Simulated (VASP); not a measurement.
Input of a VASP 6.6.1 run:

INCAR

```
SYSTEM = Tl
ALGO     = Normal         ! electronic algorithm
EDIFF    = 1E-7           ! SCF threshold, eV
ENCUT    = 520            ! plane-wave cutoff, eV
GGA      = PE             ! functional
ISIF     = 2              ! what is computed and relaxed
ISMEAR   = 0              ! smearing method
LASPH    = .True.         ! aspherical terms in the spheres
LCHARG   = .True.         ! write CHGCAR
LELF     = .True.         ! ELF
LREAL    = .False.        ! projectors in reciprocal space
LVHAR    = .True.       
LWAVE    = .False.        ! write WAVECAR
NBANDS   = 12             ! bands
NELM     = 100            ! most SCF steps
PREC     = Accurate       ! precision mode
SIGMA    = 0.1            ! smearing width, eV
```

File KPOINTS:

```
k-points
0
Gamma
  15 15 15
  0 0 0
```

POSCAR

```
Tl
1.0
   -1.8875836800      1.8875836800      1.9264036800
    1.8487636800     -1.8487636800      1.8487636800
    1.9264036800      1.8875836800     -1.8875836800
Tl
1
Direct
    0.0000000000      0.0000000000      0.0000000000
```

Potentials or basis: VASP PAW PBE potentials, release 64 (Tl_d).

Command:

```sh
$ cat potpaw_PBE.64/Tl_d/POTCAR > POTCAR
$ mpirun -np 1 vasp_std > vasp.out
```

(1) Predict the band gap on the k mesh.

(2) What does it give for the pressure?

Answers

(1) none (metal or under the smearing width).

(2) 6.2 GPa.
